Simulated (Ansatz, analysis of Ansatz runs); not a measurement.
**Charge-transition level of substitutional N in diamond (HSE06 on PBE structures)**

Subject: substitutional N in diamond. Wanted: its charge-transition level, in one set-up (HSE06 on PBE structures, 128-site cell, PBE lattice, 420 eV, k: the single point 1/4 1/4 1/4 then the zone centre alone, started with the impurity moved along one bond). The model is a cell of 128 host atoms with 1 C taken out and 1 N put in. The level is the Fermi energy at which two charge states have equal formation energy, after a correction for the images of the charge. Exact exchange opens the gap, stiffens bonds and lessens the self-interaction error, at many times the cost.

What was measured. (+1/0) level below the conduction-band bottom: 1.7 eV (quoted in “Hunting the elusive shallow n-type donor – An ab initio study of Li and N co-doped diamond”, 2021, S. Conejeros et al., quoting earlier work (1969)).

Calculated with Ansatz 0.2.0; plane-wave PAW DFT, PBE; relaxation of all atoms of a defect supercell.

Most raw output is cut from this account.

**1. The starting structure**

The cell holds 128 atoms: 127 C and 1 N. Its edges and angles: a = 10.102 Å, b = 10.102 Å, c = 10.102 Å, α = 60.0°, β = 60.0°, γ = 60.0°. It derives from C (space group Fd-3m). Nearest the centre at fractional (0.438, 0.438, 0.438): N44 at 0.30 Å, C75 at 1.55 Å, C43 at 1.55 Å, C51 at 1.55 Å, C45 at 1.55 Å, C12 at 2.53 Å, C36 at 2.53 Å, C42 at 2.53 Å. The cell carries charge +1.

The host's primitive cell comes from a first run (plane-wave PAW DFT, PBE; relaxation of the host's cell and atoms): vectors of 2.525, 2.525 and 2.525 Å. That is 5.69 Å³ an atom, 0.4 % over the diffraction cell's volume. The supercell is built on it.

**2. Relaxation, charge +1**

Every later number rests on the structure around the defect, so the atoms are relaxed at the host's lattice first.

File relax0/input.yaml:

```yaml
relax:
  f_tol: 0.02
  max_steps: 80
  random_displacement: { amplitude: 0.02, seed: 655 }
crystal:
  lattice:
    - [0.0, 7.14316351, 7.14316351]
    - [7.14316351, 0.0, 7.14316351]
    - [7.14316351, 7.14316351, 0.0]
  atoms:
    - { symbol: C, position: [0.125, 0.125, 0.125] }
    - { symbol: C, position: [0.1875, 0.1875, 0.1875] }
    - { symbol: C, position: [0.125, 0.125, 0.375] }
    - { symbol: C, position: [0.1875, 0.1875, 0.4375] }
    - { symbol: C, position: [0.125, 0.125, 0.625] }
    - { symbol: C, position: [0.1875, 0.1875, 0.6875] }
    - { symbol: C, position: [0.125, 0.125, 0.875] }
    - { symbol: C, position: [0.1875, 0.1875, 0.9375] }
    - { symbol: C, position: [0.125, 0.375, 0.125] }
    - { symbol: C, position: [0.1875, 0.4375, 0.1875] }
    - { symbol: C, position: [0.125, 0.375, 0.375] }
    - { symbol: C, position: [0.1875, 0.4375, 0.4375] }
    - { symbol: C, position: [0.125, 0.375, 0.625] }
    - { symbol: C, position: [0.1875, 0.4375, 0.6875] }
    - { symbol: C, position: [0.125, 0.375, 0.875] }
    - { symbol: C, position: [0.1875, 0.4375, 0.9375] }
    - { symbol: C, position: [0.125, 0.625, 0.125] }
    - { symbol: C, position: [0.1875, 0.6875, 0.1875] }
    - { symbol: C, position: [0.125, 0.625, 0.375] }
    - { symbol: C, position: [0.1875, 0.6875, 0.4375] }
    - { symbol: C, position: [0.125, 0.625, 0.625] }
    - { symbol: C, position: [0.1875, 0.6875, 0.6875] }
    - { symbol: C, position: [0.125, 0.625, 0.875] }
    - { symbol: C, position: [0.1875, 0.6875, 0.9375] }
    - { symbol: C, position: [0.125, 0.875, 0.125] }
    - { symbol: C, position: [0.1875, 0.9375, 0.1875] }
    - { symbol: C, position: [0.125, 0.875, 0.375] }
    - { symbol: C, position: [0.1875, 0.9375, 0.4375] }
    - { symbol: C, position: [0.125, 0.875, 0.625] }
    - { symbol: C, position: [0.1875, 0.9375, 0.6875] }
[... 13 lines left out ...]
    - { symbol: "N", position: [0.40112956, 0.44962348, 0.44962348] }
[... 78 lines left out ...]
    - { symbol: C, position: [0.875, 0.875, 0.375] }
    - { symbol: C, position: [0.9375, 0.9375, 0.4375] }
    - { symbol: C, position: [0.875, 0.875, 0.625] }
    - { symbol: C, position: [0.9375, 0.9375, 0.6875] }
    - { symbol: C, position: [0.875, 0.875, 0.875] }
    - { symbol: C, position: [0.9375, 0.9375, 0.9375] }
  host:
    repeats: [4, 4, 4]
    atoms:
      - { symbol: C, position: [0.5, 0.5, 0.5] }
      - { symbol: C, position: [0.75, 0.75, 0.75] }
total_charge: 1
basis:
  ecutwfc: 420
  xc_grid: 2
hamiltonian:
  xc: pbe
kpoints:
  mp_grid: { grid: [1, 1, 1], shift: [0.25, 0.25, 0.25] }
scf:
  occupations: { method: fermi_dirac, width: 0.01 }
  max_iter: 120
output:
  forces: true
  charged_corrections:
    epsilon: 5.85
    static_epsilon: 5.85
    defect_position: [0.4375, 0.4375, 0.4375]
checkpoint:
  write: "../relax0.run"
  compress: false
  write_wavefunctions: true
  write_every: 100000
```

On the command line:

```console
> ansatz run input.yaml --threads 4 --pin off --max-ram 7536MiB --backend cpu --events-out ev --progress --plain --runs-dir out
```

Wall time 79 s (4 threads of Arm Neoverse V2, shared host); peak memory 1.9 GiB; 4.9 min of CPU time.

Step by step:

| step | energy less that of the first step (eV) | largest force component (eV/Å) |
| --- | --- | --- |
| 1 | 0.0000 | 5.9721 |
| 2 | -2.2768 | 2.1202 |
| 3 | -2.7837 | 0.1949 |
| 4 | -2.7751 | 0.1172 |
| 5 | -2.7896 | 0.0530 |
| 6 | -2.7904 | 0.0107 |

Relaxation step 4 was tried and not accepted.

The atoms that moved most (Å, from the sites as typed, ahead of the random displacement):

| atom | dx | dy | dz | length |
| --- | --- | --- | --- | --- |
| N44 | -0.172 | 0.171 | 0.171 | 0.297 |
| C43 | -0.009 | -0.012 | -0.012 | 0.019 |
| C45 | 0.010 | 0.007 | -0.010 | 0.016 |
| C51 | 0.010 | -0.010 | 0.007 | 0.016 |
| C75 | -0.007 | 0.007 | 0.007 | 0.012 |
| C76 | 0.009 | -0.002 | -0.002 | 0.009 |
| C12 | 0.008 | 0.000 | 0.000 | 0.008 |
| C74 | 0.003 | -0.007 | -0.002 | 0.008 |

Neighbours of N44 at the end:

| atom | distance (Å) |
| --- | --- |
| C45 | 1.562 |
| C75 | 1.562 |
| C51 | 1.562 |
| C43 | 1.564 |
| C12 | 2.523 |
| C36 | 2.523 |
| C42 | 2.523 |
| C14 | 2.524 |
| C20 | 2.524 |
| C38 | 2.524 |
| C50 | 2.524 |
| C68 | 2.524 |
| C74 | 2.524 |
| C46 | 2.526 |
| C52 | 2.526 |
| C76 | 2.526 |

Numbers from this step:

```yaml
free_energy: -32244.9220 eV
```

The series, run alike:

| run | outcome | energy less the first (eV) | moment (μB) | time |
| --- | --- | --- | --- | --- |
| relaxation, charge +1 | converged | 0.0000 | 0.00 | 79 s |
| relaxation, charge 0 | converged | 16.2934 | 1.00 | 3.4 min |

The relaxation ends 22 meV an atom lower than the displaced start, with a largest force component of 0.011 eV/Å.

**3. Single point, charge +1**

The relaxed structure is kept, and the final numbers are taken at the final level and k-points.

This step: plane-wave PAW DFT, HSE06; single point of a defect supercell on the structure relaxed with PBE.

File point0/input.yaml:

```yaml
crystal:
  lattice:
    - [0.0, 7.14316351, 7.14316351]
    - [7.14316351, 0.0, 7.14316351]
    - [7.14316351, 7.14316351, 0.0]
  atoms:
    - { symbol: C, position: [0.124844467, 0.125037555, 0.125025733] }
    - { symbol: C, position: [0.187403844, 0.187560741, 0.187552892] }
    - { symbol: C, position: [0.124830277, 0.125025389, 0.374918522] }
    - { symbol: C, position: [0.187341291, 0.187510303, 0.437645044] }
    - { symbol: C, position: [0.124757568, 0.124959798, 0.625038754] }
    - { symbol: C, position: [0.187257716, 0.187457878, 0.687702917] }
    - { symbol: C, position: [0.124764752, 0.124962139, 0.875091017] }
    - { symbol: C, position: [0.187367999, 0.187542731, 0.937558628] }
    - { symbol: C, position: [0.124828876, 0.374926284, 0.125022775] }
    - { symbol: C, position: [0.187339639, 0.437654953, 0.187502391] }
    - { symbol: C, position: [0.125008921, 0.374761434, 0.374747763] }
    - { symbol: C, position: [0.187019743, 0.438041609, 0.438029509] }
    - { symbol: C, position: [0.12466185, 0.374801584, 0.625194834] }
    - { symbol: C, position: [0.187079484, 0.438065623, 0.686970373] }
    - { symbol: C, position: [0.125063941, 0.374803712, 0.875222922] }
    - { symbol: C, position: [0.187359466, 0.437670483, 0.937559137] }
    - { symbol: C, position: [0.124760937, 0.62505041, 0.124947132] }
    - { symbol: C, position: [0.187259931, 0.687710128, 0.187445803] }
    - { symbol: C, position: [0.124666183, 0.625201371, 0.37479023] }
    - { symbol: C, position: [0.187077508, 0.686978822, 0.438053308] }
    - { symbol: C, position: [0.124661257, 0.625236801, 0.625225843] }
    - { symbol: C, position: [0.187271878, 0.6877387, 0.687722908] }
    - { symbol: C, position: [0.124769056, 0.625069254, 0.875107818] }
    - { symbol: C, position: [0.187368965, 0.687659631, 0.937562277] }
    - { symbol: C, position: [0.124768667, 0.875095671, 0.124956075] }
    - { symbol: C, position: [0.187367768, 0.937568215, 0.187533837] }
    - { symbol: C, position: [0.125065955, 0.875229037, 0.374795077] }
    - { symbol: C, position: [0.187361356, 0.937567466, 0.437661556] }
    - { symbol: C, position: [0.124767678, 0.875117299, 0.625059406] }
    - { symbol: C, position: [0.187369603, 0.93757226, 0.687650675] }
[... 13 lines left out ...]
    - { symbol: "N", position: [0.437304614, 0.437521984, 0.437525572] }
[... 78 lines left out ...]
    - { symbol: C, position: [0.874855989, 0.875058481, 0.374934253] }
    - { symbol: C, position: [0.93727149, 0.937445595, 0.437711344] }
    - { symbol: C, position: [0.874854056, 0.875058227, 0.625057454] }
    - { symbol: C, position: [0.937385685, 0.937570968, 0.687643142] }
    - { symbol: C, position: [0.874859317, 0.875043669, 0.875032797] }
    - { symbol: C, position: [0.93739142, 0.937596192, 0.937582596] }
  host:
    repeats: [4, 4, 4]
    atoms:
      - { symbol: C, position: [0.5, 0.5, 0.5] }
      - { symbol: C, position: [0.75, 0.75, 0.75] }
total_charge: 1
basis:
  ecutwfc: 420
  xc_grid: 2
hamiltonian:
  xc: hse06
kpoints:
  mp_grid: { grid: [1, 1, 1] }
scf:
  occupations: { method: fermi_dirac, width: 0.01 }
  max_iter: 120
output:
  forces: true
  charged_corrections:
    epsilon: 5.85
    static_epsilon: 5.85
    defect_position: [0.4375, 0.4375, 0.4375]
  eigenvalues: true
checkpoint:
  read: "../relax0.run"
  write: "../point0.run"
  compress: false
  write_wavefunctions: true
  write_every: 100000
```

The job ended after 3.2 min (4 threads; peak memory 3.3 GiB).

This step gave:

- free energy: -32249.6374 eV

The series, run alike:

| run | outcome | energy less the first (eV) | moment (μB) | time |
| --- | --- | --- | --- | --- |
| single point, charge +1 | converged | 0.0000 | 0.00 | 3.2 min |
| single point, charge 0 | converged | 16.1959 | 1.00 | 5.4 min |

**4. Charge-transition levels**

A charged cell feels its images and has its own zero of potential; this step corrects both and places the level between the host's band edges.

This step: place-levels on HSE06 runs: charge-transition levels with image-charge correction and potential alignment at the atomic sites.

File levels.yaml:

```yaml
host:
  run: host.point.run
states: [point0.run, point1.run]
geometry_from:
  point0.run: relax0.run
  point1.run: relax1.run
  host.point.run: host.relax.run
```

On the command line:

```console
> ansatz place-levels levels.yaml -- --threads 4 --pin off --max-ram 7536MiB
```

Run time: 0.18 s. Hardware: 4 threads.

Read from the output:

```yaml
gap: 5.304 eV
```

**5. Outcome**

| Item | Value |
| --- | --- |
| static dielectric constant used | 5.8 |
| band gap of the host | 5.30 eV |
| (plus 1/0) level below the conduction-band bottom | 2.13 eV |
| time of the whole chain | 14 min on 4 threads |

**Reading.** (+1/0) level below the conduction-band bottom: computed 2.13 eV, measured 1.7 eV; 0.43 eV deeper than the measurement. The level is counted in a gap of 5.30 eV, and the correction is screened by a dielectric constant of 5.8 from a linear-response run on the host (PBE). Limits: the zone centre alone is a coarse sampling for this cell; the structure comes from another functional than the final numbers.

[Logs are printed without paths, hosts, clocks, repeated set-up lines and the standing remarks that a program may print on its own settings, such as how far it seeks lower states.]

[Hosts, paths, dates, database ids (printed as entryN), source tags and the programs' standing remarks are cut or masked in the printed files.]

[For some hosts the program warned that the k-mesh of the response run may be too coarse for force constants and the static dielectric constant; such warnings are not shown here.]
